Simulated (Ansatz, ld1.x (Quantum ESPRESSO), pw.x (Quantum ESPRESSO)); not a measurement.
**Co: one change to the PAW potential, in the atom and in the fcc crystal**

* Element: cobalt
* Generator: ld1.x (Quantum ESPRESSO) 7.5
* Type: PAW
* Functional: PBE
* Relativity: scalar-relativistic
* Frozen core: [Ne]
* Valence charge: 17
* Reference configuration: 3s2 3p6 3d7 4s2 4p0
* Partial waves: 3s (bound): rcut 1.05, rcutus 1.15 bohr; 4s (bound): rcut 1.05, rcutus 1.15 bohr; 3p (bound): rcut 1.15, rcutus 1.55 bohr; 4p (bound, empty): rcut 1.15, rcutus 1.55 bohr; 3d (bound): rcut 1.20, rcutus 1.60 bohr; 3d channel at 0.6 Ry: rcut 1.20, rcutus 1.60 bohr
* Local potential: all-electron potential smoothed inside 1.50 bohr (lloc = -1)
* Core correction: none
* Augmentation charge: PSQ, inside the norm-conserving radii

Change: all radii scaled by about 0.96 (s 1.10, p 1.50, d 1.54 bohr, rcut 1.00/1.10/1.16); local potential all-electron potential smoothed inside 1.44 bohr (lloc = -1).

Cutoffs, loose and tight: the cutoffs (Ry, on a coarse ladder) from which the occupation-weighted sum of valence levels, in a spherical-Bessel basis at the reference potential, stays within 10 and 1 mRy of its value at 400 Ry. They do not see the model core or the augmentation charge, which bear on the density cutoff. Test errors are all-electron minus pseudo excitation energies from the reference, over the configurations 3s2 3p6 3d7 4s1 4p0; 3s2 3p6 3d7 4s0 4p0; 3s2 3p6 3d6 4s0 4p0; 3s2 3p6 3d5 4s0 4p0; 3s2 3p6 3d6 4s2 4p0; 3s2 3p6 3d7 4s0 4p2; 3s2 3p6 3d7 4s1 4p1; variants that change the core or the reference have their own tests.

Crystal test: fcc Co in pw.x 7.5, no spin, 16³ k-points, Fermi–Dirac smearing 0.01 Ry, cutoffs set for each file from its atomic test. The reference is all-electron LAPW (Ansatz 0.2.0) with the same functional, mesh and smearing; V0 and B0 come from Birch–Murnaghan fits to the pressures at five volumes. Errors are pseudo minus all-electron; Δ is the rms difference of the E(V) curves that follow from these fits, minima aligned, over ±6 % about the mean V0. Mesh and smearing are coarse, so the numbers serve the comparison and aren't converged zero-temperature values; the lattice is a test structure that the element need not adopt. Spin polarisation and strong correlation are left out, which matters for this element.

All-electron: a0 = 3.461 Å (V0 = 10.36 Å³/atom), B0 = 248.3 GPa.

Does the change bring the crystal closer to the all-electron result?

The mean pressure error goes from -1.07 to -4.13 GPa, so the change moves the solid further from the all-electron pressures.

```csv
quantity,base,changed
outcome (atom),generated,"generated, overlap not positive"
"cutoff, loose (atom)",55 Ry,–
"cutoff, tight (atom)",90 Ry,–
bound ghosts (atom),none,not determined (overlap not positive)
largest test error (meV) (atom),-3.9 over the solved tests; 1 of 7 tests not solved or not reliable,-4.3 over the solved tests; test run stopped at test 4 of 7 (negative rho)
cutoffs in pw.x (Ry),110/880,100/800
a0 (Å),3.456,3.442
a0 error (%),-0.14,-0.55
B0 error (%),+0.7,+5.6
Δ (meV/atom),2.4,9.4
mean pressure error (GPa),-1.07,-4.13
```

A dash: not determined, or the minimum lies outside the volumes sampled.

Base: Atomic configuration tests: 1 of 7 tests not solved or not reliable. Changed file: This is a poor potential for the solid. The ghost test of this file was not conclusive. Its overlap operator is not positive definite. Atomic configuration tests: test run stopped at test 4 of 7 (negative rho). The atomic cutoffs weigh occupied waves only.
